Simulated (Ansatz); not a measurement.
SiC (P6_3mc), stationary points along a deformation path

These are results of DFT PBE, scalar-relativistic, plane waves, PAW in Ansatz 0.2.0, not measurements. The runs took a 420 eV cutoff, a Γ-centred 12×12×6 mesh and Gaussian smearing (0.05 eV). No spin polarisation. Energies are free energies at this smearing, counted from the undisturbed cell; pressure is positive in compression.

Reference structure (relaxed at this level):

```xyz
4
Lattice="3.0920 0.0000 0.0000 -1.5460 2.6777 0.0000 0.0000 0.0000 5.0738" Properties=species:S:1:pos:R:3 pbc="T T T"
Si    0.0000    1.7852    0.0232
Si    1.5460    0.8926    2.5600
C     0.0000    1.7852    1.9302
C     1.5460    0.8926    4.4671
```

At fixed volume and fractional coordinates, lengths along (0.000, 0.000, 1.000) are scaled against those across it; ρ is that ratio over its starting value. V = 10.502 Å³/atom. Δσ is the stress along the axis less the mean stress across it (compression positive).

```csv
ρ,ΔE (meV/atom),Δσ (GPa),space group
0.800,646.7,137.74,P6_3mc
0.850,335.2,97.55,P6_3mc
0.920,85.2,47.67,P6_3mc
0.960,20.1,22.67,P6_3mc
1.000,0.0,0.05,P6_3mc
1.050,27.2,-25.24,P6_3mc
1.100,101.5,-47.65,P6_3mc
1.200,356.2,-85.43,P6_3mc
1.300,708.1,-113.29,P6_3mc
```

**Question.** How does the stress give the slope of the energy, and where is the energy stationary?

**Answer.** Along the path d ln(length) is 2/3 d ln ρ on the axis and −1/3 d ln ρ across it, so dE/d ln ρ = −(2/3) V Δσ: the energy falls with ρ where Δσ is positive. Δσ vanishes or changes sign between ρ = 1.000 and 1.050, a minimum (near 1.00 by linear interpolation). Pairs of stationary points between two samples would go unseen, and could change a minimum read from distant neighbours into a maximum.

**Question.** Integrate that slope from ρ = 1 to 1.200 by the trapezoid rule.

**Answer.** With V/N in Å³ and 1 eV/Å³ = 160.2 GPa the slopes at ρ = 1.000, 1.050, 1.100, 1.200 are -2, 1103, 2082, 3733 meV/atom per unit of ln ρ. The steps add 26.9 + 74.1 + 253.0 = 353.9 meV/atom, against 356.2 from the energies; the trapezoid rule misses the curvature of the slope within each step.

Forces appear on the atoms along this scan, and letting them relax would lower the energy and soften the response. The gap closes along the scan, which can put kinks into the curve.

Cost: 9 runs of about 0.66 core-minutes in all, on Intel Xeon Platinum 8259CL (Skylake/Cascade Lake) (shared hosts).